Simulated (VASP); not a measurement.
Input of a VASP 6.6.1 run:

INCAR

```
SYSTEM = CoO
ALGO = Fast
EDIFF = 1E-7
ENCUT = 520
GGA = CA
ISIF = 2
ISMEAR = 0
ISPIN = 2
LASPH = .True.
LCHARG = .False.
LDAU = .True.
LDAUJ = 0 0
LDAUL = 2 -1
LDAUPRINT = 1
LDAUTYPE = 2
LDAUU = 4 0
LMAXMIX = 4
LORBIT = 11
LREAL = .False.
LWAVE = .False.
MAGMOM = 0 0
NELM = 100
PREC = Accurate
SIGMA = 0.05
```

File KPOINTS:

```
k-points
0
Gamma
  7 7 7
  0 0 0
```

Contents of POSCAR:

```
CoO
1.0
    2.5705263100      0.0000000000      0.0000000000
    0.0000000000      2.5705263100      0.0000000000
    0.0000000000      0.0000000000      2.5705263100
Co O
1 1
Direct
    0.0000000000      0.0000000000      0.0000000000
    0.5000000000      0.5000000000      0.5000000000
```

Potentials or basis: VASP PAW LDA potentials, release 64 (Co, O).

The run is started by

```sh
$ cat potpaw_LDA.64/Co/POTCAR potpaw_LDA.64/O/POTCAR > POTCAR
$ mpirun -np 1 vasp_std > vasp.out
```

Question: What does it give for the band gap on the k mesh?

Answer: None (metal or under the smearing width).

Question: Predict the pressure.

Answer: -27.2 GPa.

Question: What does it give for the net moment?

Answer: 0.00 μB per cell.

Eigenvalues of the final occupation matrices:
```
    site  spin  trace               eigenvalues
site 1 d     1   3.75  0.62 0.62 0.62 0.94 0.94
site 1 d     2   3.75  0.62 0.62 0.62 0.94 0.94
```
